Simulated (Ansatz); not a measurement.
SnTe: ab initio molecular dynamics

Computed with DFT PBE+D3(BJ), scalar-relativistic, plane waves, PAW (Ansatz 0.2.0). The runs took a 420 eV cutoff, a shifted (0.5, 0.5, 0.5 steps) 2×2×2 mesh and Fermi–Dirac smearing (0.05 eV). The mesh is coarse. Spin–orbit coupling is left out, which matters for the heavy elements here. No spin polarisation.

24 atoms, starting at 1.00 times the perfect crystal's volume (space group Pm-3m, not the usual structure); Langevin thermostat at 150 K (friction 0.02 fs⁻¹), fixed cell; 69 steps of 3 fs. The run is short and not equilibrated. The crystal has no gap, and so coarse a mesh can leave errors of tens of meV/atom and of a GPa or more.

First frame:

```
Sn Te
1.0
    -3.82589    7.65177    3.82589
     3.82589    3.82589    7.65177
     3.82589    7.65177   -3.82589
Sn Te
12 12
Direct
  0.58333 0.33333 0.25000
  0.83333 0.33333 0.50000
  0.91667 0.66667 0.25000
  0.08333 0.33333 0.75000
  0.16667 0.66667 0.50000
  0.25000 0.00000 0.25000
  0.33333 0.33333 0.00000
  0.41667 0.66667 0.75000
  0.50000 0.00000 0.50000
  0.66667 0.66667 0.00000
  0.75000 0.00000 0.75000
  0.00000 0.00000 0.00000
  0.95833 0.33333 0.12500
  0.20833 0.33333 0.37500
  0.29167 0.66667 0.12500
  0.45833 0.33333 0.62500
  0.54167 0.66667 0.37500
  0.62500 0.00000 0.12500
  0.70833 0.33333 0.87500
  0.79167 0.66667 0.62500
  0.87500 0.00000 0.37500
  0.04167 0.66667 0.87500
  0.12500 0.00000 0.62500
  0.37500 0.00000 0.87500
```

- Mean temperature over the second half: 129 K
- Mean pressure over the second half (kinetic part included): 0.8 GPa
- Mean potential energy above the perfect crystal (relaxed, at volume ratio 1; the free energy holds the electrons' entropy): 12 meV/atom
- Mean-square drift of Sn from first to last step (mean shift of all atoms removed): 0.03 Å²
- Mean-square drift of Te from first to last step (mean shift of all atoms removed): 0.04 Å²

Pair distribution functions g(r), second half of the run, up to half the cell's height:

```
r (Å) Sn-Sn Sn-Te Te-Te
 2.85    0.0    0.0    0.0
 2.95    0.0    0.4    0.0
 3.05    0.0    2.0    0.0
 3.15    0.0    4.8    0.0
 3.25    0.0    7.8    0.0
 3.35    0.0    8.7    0.0
 3.45    0.1    6.8    0.0
 3.55    0.8    1.6    0.7
 3.65    1.8    0.3    2.1
 3.75    5.4    0.1    5.2
```

Along the run (potential energy from its first value; pressure with the kinetic part):

```
t (fs) T (K)  ΔE_pot (meV/atom) P (GPa)
   0.0    144                0.0     -0.1
   6.0    138                0.1     -0.1
  12.0    167                0.2     -0.1
  18.0    155                0.5     -0.1
  24.0    139                0.9     -0.1
  30.0    160                1.3      0.0
  36.0    136                1.8      0.0
  42.0    144                2.4      0.0
  48.0    130                3.0      0.1
  54.0    125                3.5      0.1
  60.0    131                4.1      0.1
  66.0    126                4.6      0.2
  72.0    145                5.4      0.2
  78.0    173                6.3      0.3
  84.0    202                7.3      0.3
  90.0    168                8.4      0.4
  96.0    144                9.5      0.4
 102.0    139               10.4      0.5
 108.0    137               11.1      0.5
 114.0    140               11.5      0.5
 120.0    151               11.9      0.6
 126.0    145               12.1      0.6
 132.0    152               12.2      0.7
 138.0    138               12.2      0.7
 144.0    147               12.1      0.7
 150.0    131               12.1      0.8
 156.0    127               12.0      0.8
 162.0    116               12.2      0.9
 168.0    105               12.0      0.9
 174.0    108               11.6      0.9
 180.0    106               11.6      1.0
 186.0    105               11.6      1.0
 192.0    107               11.7      1.0
 198.0    122               11.6      1.0
 204.0    134               11.4      1.0
```

Cost: 1 run of about 21 core-minutes (earlier runs that led there not counted), on AMD EPYC 9R45 (Zen 5) (shared hosts).